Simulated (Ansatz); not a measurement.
KI (P6_3/mmc) from a database of computed structures, relaxed with r2SCAN in Ansatz 0.2.0. The symmetry is P6_3/mmc (No. 194, hexagonal); a = 4.899 Å, c = 8.591 Å in the conventional setting, 44.65 Å³ an atom. K is surrounded by 6 I at 3.55 Å; I is surrounded by 6 K at 3.55 Å.

The axes x, y and z are those of this cell:
```yaml
crystal:
  lattice:
    - [2.44984, -4.24281, 0.00000]
    - [2.44984, 4.24281, 0.00000]
    - [0.00000, 0.00000, 8.59082]
  atoms:
    - { symbol: K, position: [0.50000, 0.50000, 0.50000] }
    - { symbol: K, position: [0.50000, 0.50000, 0.00000] }
    - { symbol: I, position: [0.83340, 0.16660, 0.25000] }
    - { symbol: I, position: [0.16660, 0.83340, 0.75000] }
```

Unstrained: With PBE the gap is 3.858 eV and direct, at Γ. With r2SCAN the gap is 4.496 eV and direct, at Γ. With HSE06 the gap is 4.850 eV and direct, at Γ. Meshes: PBE 6×6×4, r2SCAN 6×6×4, HSE06 6×6×2. Strains are changes of length per length. After each strain the atoms were relaxed again with r2SCAN within the symmetry that the strain leaves, so tilts or polar shifts that break it weren't tested; points keep the names that they have in the unstrained zone. Calculated for a static, non-magnetic cell.

(1) Estimate what biaxial +5.19 % in x and y, z held does to the gap.

Answers

(1) PBE: the gap goes from 3.858 to 3.706 eV (-0.152 eV). r2SCAN: the gap goes from 4.496 to 4.334 eV (-0.162 eV). The r2SCAN energy rises by 17.7 meV an atom.

Spin-orbit coupling is left out, which matters wherever the heavy atoms make up the band edges.

The meshes of the hybrids are coarse, so their gaps aren't converged to the digits shown.
